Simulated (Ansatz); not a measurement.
## KF (Fm-3m), stationary points along a deformation path

The calculation used Ansatz 0.2.0, DFT r2SCAN, scalar-relativistic, plane waves, PAW. The runs took a 500 eV cutoff, a Γ-centred 8×8×8 mesh and Gaussian smearing (0.05 eV). No spin polarisation. Energies are free energies at this smearing, counted from the undisturbed cell; pressure is positive in compression.

The undisturbed cell (as given, not relaxed at this level; it stands at -0.5 GPa):

```
K F
1.0
     0.00000    2.67350    2.67350
     2.67350    0.00000    2.67350
     2.67350    2.67350    0.00000
K F
1 1
Cartesian
  0.0000 0.0000 0.0000
  2.6735 2.6735 2.6735
```

At fixed volume and fractional coordinates, lengths along (0.577, 0.577, 0.577) are scaled against those across it; ρ is that ratio over its starting value. V = 19.109 Å³/atom. Δσ is the stress along the axis less the mean stress across it (compression positive).

```csv
ρ,ΔE (meV/atom),Δσ (GPa),space group
0.500,110.1,0.00,Pm-3m
0.600,99.8,1.69,R-3m
0.710,65.8,3.17,R-3m
0.850,20.5,2.75,R-3m
0.930,4.7,1.55,R-3m
1.000,0.0,0.00,Fm-3m
1.080,6.7,-2.31,R-3m
1.200,43.8,-6.84,R-3m
1.410,195.2,-17.61,R-3m
1.700,588.7,-36.40,R-3m
2.000,1190.3,-57.23,R-3m
```

Problem. How does the stress give the slope of the energy, and where is the energy stationary?

Solution. Along the path d ln(length) is 2/3 d ln ρ on the axis and −1/3 d ln ρ across it, so dE/d ln ρ = −(2/3) V Δσ: the energy falls with ρ where Δσ is positive. Δσ vanishes or changes sign at ρ = 0.500 (Pm-3m, an end of the scan), at 110.1 meV/atom; at ρ = 1.000 (Fm-3m), a minimum at 0.0 meV/atom. Pairs of stationary points between two samples would go unseen, and could change a minimum read from distant neighbours into a maximum. At ρ = 0.500, 1.000 the cell is cubic, where symmetry alone makes the stress isotropic and the slope zero.

Problem. Which shear constant sets the curvature at ρ = 1?

Solution. For a cubic crystal E/V = (2/3) C (ln ρ)² with C = C44, so Δσ = −2C ln ρ. The parabola of Δσ against ln ρ through ρ = 0.930, 1 and 1.080 gives C ≈ 12.8 GPa with the ions clamped, rough because the steps are large. It is the stress–strain coefficient at this cell's pressure of -0.5 GPa, not the zero-pressure constant.